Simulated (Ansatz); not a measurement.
The system is Gd.

```xyz
1
Lattice="-2.0250 2.0250 2.0250 2.0250 -2.0250 2.0250 2.0250 2.0250 -2.0250" Properties=species:S:1:pos:R:3 pbc="T T T"
Gd    0.0000    0.0000    0.0000
```

This isn't the form of Gd at room conditions, which is hcp.

Program: Ansatz 0.2.0. Alike in all runs: task band structure; potentials or basis Ansatz PAW; cell as given; smearing fermi-dirac 0.05 eV.

Question: Order these runs on this cell by their pressure, lowest first.
A. level PBEsol; spin non-collinear, ferromagnetic start, SOC; k mesh 9 × 9 × 9; cutoff (eV) 420
B. level r2SCAN; spin collinear, ferromagnetic start; k mesh 9 × 9 × 9; cutoff (eV) 500
C. level LDA; spin collinear, ferromagnetic start; k mesh 7 × 7 × 7; cutoff (eV) 420

Answer: C (-4.3 GPa), A (-2.4 GPa), B (0.4 GPa).

Caveats: the PAW data sets come from PBE, with cores solved anew for the run's functional, which leaves a small shift of forces and pressure; the magnetic or orbital state may not be the lowest (some runs).

Not every run made on this cell is shown here.
